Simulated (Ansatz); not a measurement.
Input and output of a one-shot G0W0 calculation on a 4-atom cell of GaN started from a crystallographic database (Ansatz 0.2.0, G0W0@PBE with 73 empty bands, a screening cutoff of 80 eV and a 6×6×4 mesh). The cell was relaxed beforehand with r2SCAN.

```yaml
crystal:
  lattice:
    - [3.1831495813, 0.0, 0.0]
    - [-1.5915747906, 2.7566884014, 0.0]
    - [0.0, 0.0, 5.1836255286]
  atoms:
    - { symbol: Ga, position: [0.3333333333, 0.6666666667, -0.0008868509] }
    - { symbol: Ga, position: [0.6666666667, 0.3333333333, 0.4991131491] }
    - { symbol: "N", position: [0.3333333333, 0.6666666667, 0.3758868509] }
    - { symbol: "N", position: [0.6666666667, 0.3333333333, 0.8758868509] }
kpoints:
  mp_grid: { grid: [6, 6, 4] }
hamiltonian:
  xc: pbe
scf:
  occupations: { method: fixed }
gw:
  n_empty_bands: 73
  ecut_chi: 80
  qp_bands: [v2, c2]
  qp_kpoints: band_edges
  screening: { model: contour_deformation }
```

In the abridged output below, numbers in square brackets stand for lines, or ends of lines, that were taken out.
```
Functional definition: PBE
Crystal: 4 atoms, lattice volume = 45.486 Å³
Basis set: ecut = 420 eV, 893 PW (Γ)
Bands: 22, of which v1, the nominal top of the filled ones, is band 18 counted from 1 (17 counted from 0)
Symmetry: 12 space group operations
Space group: P63mc (ITA 186)
[1]
SCF 1 converged in 6 iterations: F = -8335.804057 eV  dr2 = 1.51e-8
Free energy (F): -8335.804057 eV
Fermi energy:    9.765170 eV
--- G₀W₀: contour deformation, 6 samples at zero and on the imaginary axis and 2 off it, 144 q-points, 73 empty bands' worth ---
    ik  band        ε_KS         Σx   Σc(E_QP)       V_xc       Z   E_QP_lin       E_QP  E_QP is
     0    17      9.7652   -23.9363     3.3488   -20.2872  0.7749     9.4638     9.4649  root
     0    18      9.7652   -23.9363     3.3488   -20.2872  0.7749     9.4638     9.4649  root
     0    19     11.6980   -11.5221    -3.4642   -15.7710  0.8086    12.4898    12.4827  root
     0    20     14.0441   -10.2002    -4.2109   -15.3218  0.8126    14.9664    14.9547  root
     1    17      9.6066   -23.8029     3.3909   -20.0903  0.7744     9.2836     9.2849  root
     1    18      9.6066   -23.8029     3.3909   -20.0903  0.7744     9.2836     9.2849  root
     1    19     12.8971   -12.1896    -3.4262   -16.4972  0.7993    13.7884    13.7784  root
     1    20     14.1501   -10.1757    -4.2299   -15.3377  0.8097    15.0948    15.0822  root
     2    17  [2]
     2    18      9.2335   -23.4663     3.4739   -19.6247  0.7732     8.8639     8.8658  root
     2    19     14.0356   -10.8580    -4.0738   -15.9062  0.8000    15.0244    15.0100  root
     2    20     14.0356   -10.8580    -4.0738   -15.9062  0.8000    15.0244    15.0100  root
     3    17      9.4412   -23.3850     3.3492   -19.7082  0.7743     9.1123     9.1137  root
     3    18      9.5214   -23.6827     3.4050   -19.9508  0.7741     9.1931     9.1945  root
     3    19  [3]
     3    20  [4]
     4    17      9.0584   -23.1486     3.4413   -19.3163  0.7730     8.6653     8.6674  root
     4    18      9.3123   -23.4882     3.4461   -19.6847  0.7735     8.9531     8.9549  root
     4    19     13.7972   -11.4966    -3.7775   -16.2195  0.7962    14.7557    14.7426  root
     4    20     15.3944   -10.4363    -4.4575   -15.9643  0.7979    16.4846    16.4650  root
     5    17      8.8349   -23.0523     3.5355   -19.0985  0.7718     8.4141     8.4166  root
     5    18      8.8349   -23.0523     3.5355   -19.0985  0.7718     8.4141     8.4166  root
     5    19     14.9379   -10.7380    -4.2746   -16.0427  0.7916    15.9860    15.9679  root
     5    20     14.9379   -10.7380    -4.2746   -16.0427  0.7916    15.9860    15.9679  root
     6    17      8.5013   -22.3576     3.4754   -18.4265  0.7714     8.0425     8.0456  root
     6    18      9.0115   -23.1675     3.5139   -19.2714  0.7722     8.6272     8.6293  root
     6    19     14.6507   -10.0621    -4.1908   -15.1333  0.8008    15.5430    15.5311  root
     6    20     15.5248    -9.5755    -4.4107   -14.8618  0.8108    16.4121    16.4003  root
     7    17      8.5924   -22.6960     3.5410   -18.7206  0.7708     8.1552     8.1580  root
     7    18      8.7368   -22.9084     3.5567   -18.9323  0.7712     8.3147     8.3173  root
     7    19     14.2030    -9.4113    -4.1090   -14.2531  0.8106    14.9431    14.9358  root
     7    20     15.5009    -8.9639    -4.3871   -14.1049  0.8088    16.2635    16.2549  root
     8    17      8.1318   -22.3640     3.6625   -18.2117  0.7683     7.6383     7.6421  root
     8    18      8.1318   -22.3640     3.6625   -18.2117  0.7683     7.6383     7.6421  root
     8    19     14.6585    -9.1988    -4.1655   -14.0707  0.8099    15.3719    15.3649  root
     8    20     14.6585    -9.1988    -4.1655   -14.0707  0.8099    15.3719    15.3649  root
  […]
```

The points are ik 0 = (0, 0, 0) (Γ), ik 1 = (0, 0, 1/4), ik 2 = (0, 0, -1/2), ik 3 = (0, 1/6, 0), ik 4 = (0, 1/6, 1/4), ik 5 = (0, 1/6, -1/2), ik 6 = (0, 1/3, 0), ik 7 = (0, 1/3, 1/4), ik 8 = (0, 1/3, -1/2), ik 9 = (0, -1/2, 0), ik 10 = (0, -1/2, 1/4), ik 11 = (0, -1/2, -1/2); band 18 is the last filled one.

Problem. What stood in the gaps? They hold quasiparticle rows, the count of irreducible k points.

Solution.
```
[1]
k-points: 21 of 144 (time reversal used)
[2]
     2    17      9.2335   -23.4663     3.4739   -19.6247  0.7732     8.8639     8.8658  root
[3]
     3    19     13.2161   -11.9840    -3.5318   -16.4269  0.7983    14.1383    14.1273  root
[4]
     3    20     15.3254   -10.4623    -4.4095   -15.9227  0.8019    16.3945    16.3763  root
```
The trailing digits, and the zero of the energies, depend on the potentials and thresholds.

G0W0 moves the gap on the mesh from 1.93 eV (PBE) to 3.02 eV (direct at Γ). Renormalisation factors Z lie between 0.76 and 0.82. No extrapolation in bands, cutoff or mesh was made for G0W0.

Run as `ansatz run input.yaml --threads 4 --pin off --max-ram 5529MiB --backend cpu --events-out ev --progress --plain --runs-dir out`.

Problem. What wall time did it need on 4 threads of Arm Neoverse N1, with other jobs on the host, load about 0.3 per core, and how much host memory at the peak?

Solution. About 44 s, with a peak of 0.4 GiB.

No spin polarisation and no zero-point or thermal motion.

With a shallow d shell on the cation, G0W0 converges slowly in bands and cutoff, so these values are in doubt.
